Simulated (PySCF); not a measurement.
## `C1=CCC=C1`, C₅H₆

Molfile (atoms numbered from 1):
```
C5H6
     RDKit          3D

 11 11  0  0  0  0  0  0  0  0999 V2000
   -1.1120    0.7498   -0.1885 C   0  0  0  0  0  0  0  0  0  0  0  0
    0.1740    1.1604   -0.1409 C   0  0  0  0  0  0  0  0  0  0  0  0
    1.0545   -0.0218    0.1093 C   0  0  0  0  0  0  0  0  0  0  0  0
    0.0934   -1.1638    0.1972 C   0  0  0  0  0  0  0  0  0  0  0  0
   -1.1622   -0.6976    0.0220 C   0  0  0  0  0  0  0  0  0  0  0  0
   -1.9846    1.3838   -0.3563 H   0  0  0  0  0  0  0  0  0  0  0  0
    0.5370    2.1817   -0.2619 H   0  0  0  0  0  0  0  0  0  0  0  0
    1.6481    0.0925    1.0363 H   0  0  0  0  0  0  0  0  0  0  0  0
    1.7963   -0.1652   -0.6993 H   0  0  0  0  0  0  0  0  0  0  0  0
    0.3850   -2.1995    0.3757 H   0  0  0  0  0  0  0  0  0  0  0  0
   -2.0775   -1.2923    0.0330 H   0  0  0  0  0  0  0  0  0  0  0  0
  1  2  2  0
  2  3  1  0
  3  4  1  0
  4  5  2  0
  5  1  1  0
  1  6  1  0
  2  7  1  0
  3  8  1  0
  3  9  1  0
  4 10  1  0
  5 11  1  0
M  END
```

Theory: GIAO PBE0/Sadlej pVTZ magnetisability, rotational g tensor and spin-rotation constants, non-relativistic, gas phase (PySCF 2.14.0). Geometry: PBE0-D3(BJ)/def2-SVP.

Q: What are the magnetisability and the molar susceptibility?

A: Isotropic -767 × 10⁻³⁰ J/T², or -46.2 × 10⁻⁶ cm³/mol; principal values -1129, -607, -565 × 10⁻³⁰ J/T², anisotropy 545 × 10⁻³⁰ J/T² (root of half the summed squared differences of the principal values). The susceptibility is in cgs units.

Q: Split it along the inertial axes a, b, c into diamagnetic and paramagnetic parts about the centre of mass, with the quadrupole moment.

A: 
```
axis  χ (10⁻⁶ cm³/mol)  diamagnetic (10⁻⁶ cm³/mol)  paramagnetic (10⁻⁶ cm³/mol)  summed x² of all electrons (Å²)  quadrupole Θ (D Å)
   a             -36.5                      -214.6                        178.1                             42.5               +1.08
   b             -34.0                      -216.1                        182.0                             42.2               +3.78
   c             -68.0                      -359.3                        291.3                              8.4               -4.86
```
Anisotropies 2χaa − χbb − χcc = +29.0 and 2χbb − χaa − χcc = +36.5 × 10⁻⁶ cm³/mol. Θ is traceless in Buckingham's convention.

Q: And the rotational g tensor?

A: 
```tsv
axis	rotational constant (GHz)	g	nuclear part	electronic part
a	8.4669	-0.0663	0.6422	-0.7085
b	8.2677	-0.0806	0.6264	-0.7070
c	4.2941	+0.0369	0.6245	-0.5876
```
Asymmetric top; isotopes 12C, 1H; no vibrational averaging.
